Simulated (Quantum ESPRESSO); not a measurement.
Ga2O3, 10 atoms in the cell. It takes space group C2/m (No. 12, monoclinic). The conventional cell has a = 12.214 Å, b = 3.037 Å, c = 5.798 Å, α = 90.00°, β = 103.83°, γ = 90.00°. Ga (site symmetry m) has 6 O at 1.94 to 2.07 Å as nearest neighbours. Ga (site symmetry m) has 4 O at 1.83 to 1.86 Å as nearest neighbours. Around O (site symmetry m) lie 3 Ga at 1.83 to 1.94 Å. Around O (site symmetry m) lie 4 Ga at 1.86 to 2.07 Å. O (site symmetry m) is surrounded by 3 Ga at 1.83 to 1.94 Å. 

```yaml
Program: Quantum ESPRESSO 7.5
Task: band structure
Functional: vdW-DF3-opt2
Potentials_or_basis: PseudoDojo 0.4.1 SR PBE standard
Cutoff: 1143 eV
Density_cutoff: 4572 eV
k_mesh: 6 × 6 × 4
Occupations: fermi-dirac, width 0.05 eV
Spin: no spin polarisation
Mixing_beta: 0.5
Most_SCF_iterations: 120
SCF_threshold: 2e-09 Ry
```

Potentials or basis: PseudoDojo 0.4.1 SR PBE standard.

Run with:

```console
$ OMP_NUM_THREADS=1 pw.x -in pw.in > pw.out
$ OMP_NUM_THREADS=1 pw.x -in bands.in > bands.out
```

Hardware: 1 thread of AMD EPYC 7B13 (Zen 3), on a shared host.

**Question.** Estimate the wall time of this run.

**Answer.** Run time: 17 min on 1 thread of AMD EPYC 7B13 (Zen 3), with other jobs on the host, peak memory 0.73 GiB. Counts: scf iterations 10, k pools 1, bands 57, k points 47, g dense 73341.
